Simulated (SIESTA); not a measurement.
The system is SrCl2.

```
Sr Cl
1.0
     0.00000    3.48835    3.48835
     3.48835    0.00000    3.48835
     3.48835    3.48835    0.00000
Sr Cl
1 2
Direct
  0.00000 0.00000 0.00000
  0.75000 0.75000 0.75000
  0.25000 0.25000 0.25000
```

Base run:

* Program: SIESTA 5.4.2
* Functional: AM05
* Potentials or basis: PseudoDojo 0.4 standard (PBEsol files)
* Basis: DZP (energy shift 0.003 Ry; two zetas on semicore shells; d shell added on Sr)
* Grid cutoff: 800 Ry
* Energy shift: 0.003 Ry
* k mesh: 7 × 7 × 7
* Occupations: fermi-dirac, width 0.05 eV
* Spin: no spin polarisation

Its results: band gap on the k mesh 5.50 eV, indirect (least direct gap 5.79 eV); pressure 0.1 GPa.

Q: The run is repeated on the same cell with these changes: functional from AM05 to PBEsol. What comes out?

A: Band gap on the k mesh 5.32 eV, indirect (least direct gap 5.63 eV); pressure -0.8 GPa.

Caveats: the basis of atomic orbitals isn't converged, which shifts pressures, moduli and gaps; the potentials were made for another functional, which shifts forces and pressure (some runs).

A k mesh can miss the band edges.

Not every run made on this cell is shown here.
